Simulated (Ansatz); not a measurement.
# Te2Mo in Ansatz: further runs, part 2 of 2

Ansatz 0.2.0. Earlier steps stand in the parts before.

### 4 Relaxation of cell and atoms, PBE+D3(BJ)-ATM

Input file input.yaml:

```yaml
crystal:
  lattice:
    - [6.3616090156, 0.0, 0.0]
    - [0.0, 3.48040306, 0.0]
    - [-0.0857412231, 0.0, 36.1758904685]
  atoms:
    - { symbol: Te, position: [0.4292511, 0.75, 0.54070358] }
    - { symbol: Te, position: [0.5707489, 0.25, 0.45929642] }
    - { symbol: Te, position: [0.92084787, 0.25, 0.55652732] }
    - { symbol: Te, position: [0.07915213, 0.75, 0.44347268] }
    - { symbol: Mo, position: [0.18134756, 0.25, 0.49746537] }
    - { symbol: Mo, position: [0.81865244, 0.75, 0.50253463] }
hamiltonian:
  xc: pbe
  pseudopotentials: { kind: paw }
  dispersion: d3bjatm
kpoints:
  mp_grid: { grid: [4, 8, 1] }
scf:
  occupations: { method: fermi_dirac, width: 0.05 }
output:
  forces: true
  stress: true
  eigenvalues: true
  write_density: true
  write_potential: true
  elf: true
  volumetric_format: npy
relax:
  f_tol: 0.01
  max_steps: 40
  cell: { stress_tol: 0.05 }
```

Potentials or basis: Ansatz PAW.

Run with:

```bash
$ ansatz run input.yaml --threads 2 --pin off --max-ram 5632MiB --backend cpu --events-out ev --progress --plain --runs-dir out
```

Log:

```text
Warning: RAYON_NUM_THREADS=2 ignored (pool sized by the plan → 2); use --threads N
Engine: ansatz 0.2.0, aarch64-unknown-linux-gnu
Pseudopotentials: kind: paw
Pseudopotential: Te, paw, valence charge 16, recommended cutoff 420 eV (normal), Te.paw.azcp
Pseudopotential: Mo, paw, valence charge 14, recommended cutoff 420 eV (normal), Mo.paw.azcp
Functional definition: PBE
  parameter kappa = 0.804
  parameter beta = 0.06672455060314922
  exchange = pbe_x(kappa = kappa, mu = beta*pi^2/3)
  correlation = pbe_c(beta = beta)
Crystal: 6 atoms, lattice volume = 800.969 Å³
Basis set: ecut = 420 eV, 15635 PW (Γ), exchange–correlation on 90×48×486 points (8 copies of the dense FFT grid, shifted against one another)
Bands: 56, of which v1, the nominal top of the filled ones, is band 46 counted from 1 (45 counted from 0)
Symmetry: 4 space group operations
Space group: P21/m (ITA 11), of the structure as read, at distance tolerance 9.3e-5 Å
k-points: 15 of 32
Non-local potential: Te, projectors of the file, l = 0: 2, l = 1: 2, l = 2: 2, l = 3: 2
Non-local potential: Mo, projectors of the file, l = 0: 3, l = 1: 2, l = 2: 2, l = 3: 1
PAW form: soft (Blöchl's): semilocal exchange-correlation on the pseudo side does not see the compensation charge
[... 93 lines left out ...]
  atom   1  Te    -0.00561304     0.00000000     0.00101738
  atom   2  Te     0.00561304    -0.00000000    -0.00101738
  atom   3  Te     0.00030460     0.00000000     0.00115042
  atom   4  Te    -0.00030460    -0.00000000    -0.00115042
  atom   5  Mo    -0.00401598     0.00000000    -0.00301169
  atom   6  Mo     0.00401598    -0.00000000     0.00301169
  max |Σ_I F_I| component: 8.67e-19 eV/Å
--- Stress (GPa, compression-positive) ---
        0.015492      -0.000000      -0.003026
       -0.000000      -0.025758      -0.000000
       -0.003026      -0.000000       0.001325
  P = ⅓ Tr σ = -0.0030 GPa (-0.030 kbar)
--- Band table (eV; the first three rows and the last of 15) ---
  k-point 0: bands = ["-62.2334", "-62.1707", "-38.2026", "-38.1965", "-38.1802", "-38.1793", "-38.1494", "-38.1427", "-38.1243", "-38.1096", "-38.1022", "-38.0999", "-38.0359", "-38.0330", "-38.0151", "-38.0129", "-37.9626", "-37.9522", "-37.9096", "-37.9019", "-37.8916", "-37.8871", "-36.4764", "-36.3827", "-36.3738", "-36.2194", "-36.2165", "-36.0404", "-14.1778", "-13.2315", "-12.3590", "-12.1619", "-6.9623", "-6.2768", "-6.0077", "-5.2139", "-4.0683", "-3.5401", "-3.4609", "-3.3184", "-2.9232", "-2.6040", "-2.2830", "-1.6994", "-1.5725", "-0.8704", "-0.6308", "-0.0071", "0.4404", "0.8787", "1.1860", "2.0464", "2.2464", "2.3158", "2.6101", "2.8862"]
  k-point 1: bands = ["-62.2300", "-62.1721", "-38.1988", "-38.1924", "-38.1813", "-38.1812", "-38.1510", "-38.1447", "-38.1235", "-38.1100", "-38.1023", "-38.1001", "-38.0317", "-38.0291", "-38.0170", "-38.0147", "-37.9635", "-37.9540", "-37.9095", "-37.9021", "-37.8911", "-37.8868", "-36.4732", "-36.4059", "-36.3638", "-36.2455", "-36.1998", "-36.0418", "-13.9943", "-13.1097", "-12.2679", "-12.0381", "-6.7765", "-6.0784", "-5.9247", "-5.1329", "-4.1482", "-3.9785", "-3.6772", "-3.4757", "-2.9326", "-2.5983", "-2.3794", "-2.0133", "-1.6060", "-1.3642", "-1.1784", "0.1535", "0.6699", "0.7434", "0.9179", "1.1487", "1.6014", "2.1343", "2.8651", "3.1120"]
  k-point 2: bands = ["-62.2207", "-62.1763", "-38.1920", "-38.1862", "-38.1821", "-38.1813", "-38.1548", "-38.1496", "-38.1214", "-38.1111", "-38.1022", "-38.1005", "-38.0225", "-38.0220", "-38.0187", "-38.0182", "-37.9655", "-37.9584", "-37.9090", "-37.9029", "-37.8897", "-37.8861", "-36.4753", "-36.4554", "-36.3406", "-36.2742", "-36.1819", "-36.0526", "-13.4696", "-12.7724", "-12.0412", "-11.7367", "-6.3127", "-5.9371", "-5.4359", "-5.1164", "-4.9419", "-4.2980", "-4.1240", "-4.0572", "-3.2966", "-2.9907", "-2.9882", "-2.5223", "-2.1719", "-1.6573", "-1.0755", "-0.1728", "0.2309", "0.7598", "0.8146", "1.0112", "1.7034", "2.0381", "3.3755", "3.7147"]
  k-point 14: bands = ["-62.1950", "-62.1950", "-38.1936", "-38.1936", "-38.1696", "-38.1696", "-38.1584", "-38.1584", "-38.1157", "-38.1157", "-38.1012", "-38.1012", "-38.0255", "-38.0255", "-38.0064", "-38.0064", "-37.9664", "-37.9664", "-37.9052", "-37.9052", "-37.8863", "-37.8863", "-36.5223", "-36.5223", "-36.2930", "-36.2930", "-36.1106", "-36.1106", "-12.0913", "-12.0913", "-11.6713", "-11.6713", "-7.0659", "-7.0659", "-6.0569", "-6.0569", "-4.5948", "-4.5948", "-3.6510", "-3.6510", "-3.5839", "-3.5839", "-2.9250", "-2.9250", "-2.1124", "-2.1124", "-0.0447", "-0.0447", "0.6007", "0.6007", "1.0963", "1.0963", "2.2445", "2.2445", "3.4051", "3.4051"]
--- Relaxed structure (4 steps of the walk, 4 accepted, 1 SCFs on fresh bases) ---
  F+E_penalty+E_count = -37835.70039873 eV   max|allowed force component| = 5.613e-3 eV/Å   (the final SCF, on the basis selected at the relaxed cell)
  cell:  # Å, volume = 780.5821 Å³
    - [6.320880662688849, 0.0, 0.0027874211665737756]
    - [0.0, 3.413439198364316, 0.0]
    - [-0.06934135612465399, 0.0, 36.17832614978512]
  atoms:
    - { symbol: Te, position: [0.43159003499271364, 0.7500000000000001, 0.5411400988436542] }
    - { symbol: Te, position: [0.5684099650072865, 0.25000000000000006, 0.45885990115634595] }
    - { symbol: Te, position: [0.9217924723829503, 0.25000000000000006, 0.5571122461667636] }
    - { symbol: Te, position: [0.07820752761704984, 0.7500000000000001, 0.4428877538332366] }
    - { symbol: Mo, position: [0.18237847086708503, 0.25000000000000006, 0.49762387559499904] }
    - { symbol: Mo, position: [0.8176215291329151, 0.7500000000000001, 0.5023761244050011] }
```

Wall time 2 min (2 threads of Arm Neoverse V2, shared host); peak memory 1.3 GiB.

What came out:

* Free energy: -37835.7004 eV
* Relaxed volume: 130.10 Å³/atom
* Relaxed cell: a = 6.321 Å, b = 3.413 Å, c = 36.178 Å, α = 90.00°, β = 90.08°, γ = 90.00°
* Space group after relaxing (to 0.05 Å): P2_1/m (No. 11)
* Energy gained by relaxing: 5.0 meV/atom
* Ionic steps: 5
* Largest force after relaxing: 0.006 eV/Å
* Band gap on the k mesh: none (metal or under the smearing width)

Forces in eV/Å, atoms in the order of the input:
```
Te  -0.006  0.000  0.001
Te   0.006  0.000 -0.001
Te   0.000  0.000  0.001
Te   0.000  0.000 -0.001
Mo  -0.004  0.000 -0.003
Mo   0.004  0.000  0.003
```

The path:
```csv
step,energy change (eV),largest force (eV/Å),volume (Å³)
1,0.0000,0.1026,800.97
2,-0.0217,0.2133,773.55
3,-0.0301,0.0549,779.77
4,-0.0307,0.0057,780.58
5,-0.0299,0.0057,780.58
```

Final structure:
```cif
data_structure
_symmetry_space_group_name_H-M 'P 1'
_symmetry_Int_Tables_number 1
_cell_length_a 6.3209
_cell_length_b 3.4134
_cell_length_c 36.1784
_cell_angle_alpha 90.000
_cell_angle_beta 90.085
_cell_angle_gamma 90.000
_cell_volume 780.58
loop_
_atom_site_label
_atom_site_type_symbol
_atom_site_fract_x
_atom_site_fract_y
_atom_site_fract_z
_atom_site_occupancy
Te1 Te 0.43159 0.75000 0.54114 1
Te2 Te 0.56841 0.25000 0.45886 1
Te3 Te 0.92179 0.25000 0.55711 1
Te4 Te 0.07821 0.75000 0.44289 1
Mo1 Mo 0.18238 0.25000 0.49762 1
Mo2 Mo 0.81762 0.75000 0.50238 1
```

Caveat: the plane-wave basis is chosen anew once the cell has moved, so the energies of steps on either side of that aren't comparable. The run has no spin-orbit coupling, so splittings on Te are missing.

### 5 Relaxation of cell and atoms, PBE+D4

input.yaml: that of step 4 with these lines changed.

```diff
@@ -15,3 +15,3 @@
   pseudopotentials: { kind: paw }
-  dispersion: d3bjatm
+  dispersion: d4
 kpoints:
@@ -24,6 +24,2 @@
   eigenvalues: true
-  write_density: true
-  write_potential: true
-  elf: true
-  volumetric_format: npy
 relax:
```

Run with:

```bash
$ ansatz run input.yaml --threads 2 --pin off --max-ram 5632MiB --backend cpu --events-out ev --progress --plain --runs-dir out
```

Run time: 3 min. Hardware: 2 threads of Arm Neoverse V2, shared host; peak memory 1.3 GiB.

It converged, with:

```yaml
Free_energy: -37835.9726 eV
Relaxed_volume: 129.95 Å³/atom
Relaxed_cell: a = 6.322 Å, b = 3.410 Å, c = 36.167 Å, α = 90.00°, β = 90.07°, γ = 90.00°
Space_group_after_relaxing_to_0.05_Å: P2_1/m (No. 11)
Energy_gained_by_relaxing: 5.6 meV/atom
Ionic_steps: 9
Largest_force_after_relaxing: 0.004 eV/Å
Band_gap_on_the_k_mesh: none (metal or under the smearing width)
```

Forces on the atoms (eV/Å):
```
Te   0.000  0.000 -0.002
Te   0.000  0.000  0.002
Te   0.001  0.000 -0.004
Te  -0.001  0.000  0.004
Mo   0.002  0.000  0.000
Mo  -0.002  0.000  0.000
```

The path:
```csv
step,energy change (eV),largest force (eV/Å),volume (Å³)
1,0.0000,0.0807,800.97
2,-0.0203,0.1799,771.68
3,-0.0253,0.1118,787.33
4,-0.0293,0.1510,782.62
5,-0.0328,0.0541,780.87
6,-0.0340,0.0324,779.03
7,-0.0342,0.0126,779.68
8,-0.0343,0.0040,779.68
9,-0.0335,0.0039,779.68
```

Final structure:
```
CELL_PARAMETERS angstrom
6.32208 0.00000 0.00352
0.00000 3.40995 0.00000
-0.06521 0.00000 36.16660
ATOMIC_POSITIONS crystal
Te 0.43151 0.75000 0.54115
Te 0.56849 0.25000 0.45885
Te 0.92182 0.25000 0.55709
Te 0.07818 0.75000 0.44291
Mo 0.18255 0.25000 0.49763
Mo 0.81745 0.75000 0.50237
```

Levels at points of the mesh, in eV from the Fermi level:
| k point | band 44 | band 45 | band 46 | band 47 | band 48 | band 49 |
| --- | --- | --- | --- | --- | --- | --- |
| (0.00, 0.00, 0.00) | -0.49 | -0.37 | 0.34 | 0.57 | 1.20 | 1.65 |
| (0.00, -0.50, 0.00) | -1.71 | -1.47 | -1.47 | 1.18 | 1.18 | 1.53 |
| (-0.50, 0.00, 0.00) | -0.95 | -0.72 | -0.52 | 0.00 | 1.28 | 1.37 |
| (-0.50, -0.50, 0.00) | -1.72 | -0.91 | -0.91 | 1.17 | 1.17 | 1.81 |

Caveat: the plane-wave basis is chosen anew once the cell has moved, so the energies of steps on either side of that aren't comparable.

### 6 Overview

| level | gap on the mesh (eV) | relaxed volume (Å³/atom) | largest force (eV/Å) |
| --- | --- | --- | --- |
| PBE | none | 133.23 | - |
| PBE+D3(BJ) | none | 129.93 | 0.01 |
| PBE+D3(BJ)-ATM | none | 130.10 | 0.01 |
| PBE+D4 | none | 129.95 | - |

Alike in all rows: task relaxation of cell and atoms; potentials or basis Ansatz PAW; no spin polarisation; cell relaxed; k mesh 4 × 8 × 1; cutoff (eV) 420; smearing fermi-dirac 0.05 eV.

Caveats: the plane-wave basis is chosen anew once the cell has moved, so the energies of steps on either side of that aren't comparable; without dispersion, layers of such crystals drift apart on relaxing, which shifts levels and gaps (some runs); volumes and pressures include the vacuum (some runs).

Total energies depend on the potentials used, so only differences within one code and one set of settings carry meaning.
